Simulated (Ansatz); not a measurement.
# NaI (Fm-3m): from strained cells to moduli

```yaml
crystal:
  lattice:
    - [0.00000, 3.20026, 3.20026]
    - [3.20026, 0.00000, 3.20026]
    - [3.20026, 3.20026, 0.00000]
  atoms:
    - { symbol: Na, position: [0.00000, 0.00000, 0.00000] }
    - { symbol: I, position: [0.50000, 0.50000, 0.50000] }
```

Computed, not measured; unless marked otherwise by PBEsol, all-electron LAPW in Ansatz 0.2.0, scalar-relativistic. k mesh 6×6×6, fixed occupations, basis error target 1 meV/atom. The cell was relaxed by PAW under this functional.

The cell is cubic and carries a residual pressure of 0.03 GPa at this level. Each strain component that symmetry leaves independent is applied at ±0.005, the ions relax wherever a strain frees them, and the stress (tension positive, GPa) is read. Shears are engineering strains, γ = 2ε.

```csv
strain,size,σxx,σyy,σzz,σyz,σxz,σxy
xx,-0.005,-0.2189,-0.0702,-0.0702,0.0000,0.0000,0.0000
xx,+0.005,0.1439,0.0062,0.0062,0.0000,0.0000,0.0000
yz,-0.005,-0.0313,-0.0317,-0.0317,-0.0343,0.0000,0.0000
yz,+0.005,-0.0313,-0.0317,-0.0317,0.0343,0.0000,0.0000
```

A central difference gives one constant, for example C11 ≈ (0.1439 − (-0.2189))/(0.01) = 36.3 GPa; the program then imposes the crystal's symmetry on the whole matrix.

**Question.** What are the independent elastic constants?

**Answer.** C11 = 36.3, C12 = 7.6, C44 = 6.9 GPa.

**Question.** Do they meet the Born conditions?

**Answer.** C11 − C12 = 28.6, C11 + 2C12 = 51.5 and C44 = 6.9 GPa must all be positive, so the crystal is elastically stable; that says nothing yet of its phonons.

**Question.** What moduli does a random aggregate of grains have?

**Answer.** B = (C11 + 2C12)/3 = 17.2 GPa. G_V = (C11 − C12 + 3C44)/5 = 9.8 and G_R = 5(C11 − C12)C44/(4C44 + 3(C11 − C12)) = 8.7, so G_H = 9.3 GPa. Then E = 9BG/(3B + G) = 23.5 GPa, ν = (3B − 2G)/(6B + 2G) = 0.272 and B/G = 1.86, on the ductile side of Pugh's 1.75 (a rule of thumb, made for metals; it doesn't predict ductility here).

**Question.** With the density of 3.797 g/cm³, how fast does sound travel, and what Debye temperature follows?

**Answer.** 

| direction | slow (m/s) | middle (m/s) | fast (m/s) |
| --- | --- | --- | --- |
| [100] | 1344 | 1344 | 3091 |
| [110] | 1344 | 1942 | 2755 |
| [111] | 1765 | 1765 | 2633 |

The mean of v⁻³ over directions and branches gives v_m = 1716 m/s and θ_D = (ħ/k_B) v_m (6π²n)^(1/3) = 160 K, n being atoms per volume. Young's modulus spans 18 to 34 GPa over directions, and the universal anisotropy index is 0.68.

**Question.** How far do the constants move if PAW replaces LAPW in the same cell?

**Answer.** 

```json
{"constant": "C11", "LAPW (GPa)": "36.3", "PAW (GPa)": "36.2", "difference": "-0.1"}
{"constant": "C12", "LAPW (GPa)": "7.6", "PAW (GPa)": "7.7", "difference": "0.1"}
{"constant": "C44", "LAPW (GPa)": "6.9", "PAW (GPa)": "6.8", "difference": "-0.1"}
```

**Question.** What happens at 5 GPa (cell relaxed there)?

**Answer.** The volume falls to 0.8309 of its value, and C11 = 85.4, C12 = 15.1, C44 = 7.9 GPa (slopes of the stress), in this structure whether or not another phase takes over.

Caveats: the frozen-core PAW files of the compared runs were fitted under PBE, their cores solved anew for this functional.
